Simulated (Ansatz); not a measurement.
# What DFT gives for BaTiO3

```xyz
10
Lattice="-7.9205 0.0000 0.0000 0.0000 -2.8212 2.8312 0.0000 2.8212 2.8312" Properties=species:S:1:pos:R:3 pbc="T T T"
Ba    0.0000    0.0000    0.0000
Ba   -3.9602    0.0000    0.0000
Ti   -1.9801    0.0000    2.9274
Ti   -5.9404    0.0000    2.9274
O     0.0000    0.0000    2.7689
O    -3.9602    0.0000    2.7689
O    -1.9801   -1.3762    4.2379
O    -5.9404   -1.3762    4.2379
O    -1.9801    1.3762    4.2379
O    -5.9404    1.3762    4.2379
```

Single point in Ansatz 0.2.0 with r2SCAN, no spin polarisation. Cutoff 500 eV, PAW datasets, 4×7×7 Γ-centred k mesh, fermi-dirac filling (width 0.1 eV).

Where is the largest force?

The largest is on Ba1 (and as large on other atoms): 0.27 eV/Å, components (0.00, 0.00, 0.27). It makes 0° with the line to a nearest neighbour, O5 at 2.77 Å, pointing towards it.

What does the stress say?

The pressure is 2.5 GPa (compression positive), so with the atoms held at these fractions the cell would first expand.

Is there a gap, and of what kind?

The gap is 2.36 eV, indirect (the least direct gap found is 2.56 eV). A semilocal functional usually gives too small a gap.

Which orbitals make up the band edges?

Within 0.7 eV of the edges, the states project mainly on O p (94 %) below the gap and on Ti d (89 %) above it.

How is the charge shared?

Bader charges in e: Ba +1.57, Ti +2.31, O -1.29. In the mean Ti gives up most and O takes most.

Origin: a database entry at a rescaled volume.
